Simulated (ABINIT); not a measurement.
The system is CdS.

```xyz
2
Lattice="0.0000 2.7532 2.7532 2.7532 0.0000 2.7532 2.7532 2.7532 0.0000" Properties=species:S:1:pos:R:3 pbc="T T T"
Cd    0.0000    0.0000    0.0000
S     2.7532    2.7532    2.7532
```

Measurements of this composition are mostly on another form, of space group No. 186.

- Program: ABINIT 10.8.3 (patched build)
- Task: single point
- Functional: PBE
- Potentials or basis: JTH PAW PBE v2.0
- Cutoff: 599 eV
- k mesh: 8 × 8 × 8
- Occupations: fermi-dirac, width 0.05 eV
- Spin: no spin polarisation

On this cell: pressure -0.4 GPa; largest force zero by symmetry; band gap on the k mesh 0.25 eV, indirect (least direct gap 1.54 eV).

The same run follows on a disturbed copy (atoms moved at random, drawn with an rms of 0.05 Å):

```
Cd S
1.0
     0.00000    2.75324    2.75324
     2.75324    0.00000    2.75324
     2.75324    2.75324    0.00000
Cd S
1 1
Cartesian
  -0.0264 0.0482 -0.0506
  2.7295 2.7484 2.7389
```

**Question.** What does the disturbed cell give?

**Answer.** The energy moves by +1.2 meV/atom; pressure -0.3 GPa; largest force 0.083 eV/Å; band gap on the k mesh 0.25 eV, indirect (least direct gap 1.54 eV).

Forces in eV/Å, atoms in the order of the input:
```
Cd   0.007 -0.068  0.047
S   -0.007  0.068 -0.047
```

Stress tensor (GPa, compression positive):
```
-0.45  0.00  0.00
 0.00 -0.20  0.02
 0.00  0.02 -0.33
```

A k mesh can miss the band edges.
